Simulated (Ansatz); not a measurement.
Li$_{3}$N:
```
Li3N
1.0
    3.60714     0.00000     0.00000
   -1.80357     3.12387     0.00000
    0.00000     0.00000     3.84463
Li N
3 1
Direct
  0.00000   0.00000   0.50000
  0.33333   0.66667   0.00000
  0.66667   0.33333   0.00000
  0.00000   0.00000   0.00000
```

Relaxed with PBEsol.

Q: Give the optical modes at the zone centre with their infrared activity from DFPT, DFT-PBEsol in the program Ansatz with PAW potentials.

A: Transverse frequencies, without the LO–TO term; a row sums one degenerate level.

```
ω (cm⁻¹)  degeneracy  IR ((D/Å)²/amu)     activity  symmetry
--------  ----------  ---------------  -----------  --------
84i                1             0.00  IR-inactive       B1g
318                2            12.17           IR       E1u
424                2            29.38           IR       E1u
491                1             2.15           IR       A2u
626                2             0.00  IR-inactive       E2g
679                1             8.45           IR       A2u
```

Q: How high does the top mode go among those that the LO–TO term moves?

A: 575 cm⁻¹ for q along x, 575 cm⁻¹ for q along y, 735 cm⁻¹ for q along z.

Space group P6/mmm. The cell was relaxed with PBEsol under the symmetry of its start. At this level the phase is dynamically unstable (imaginary phonons).

Potentials: the later of the program's two PAW sets.
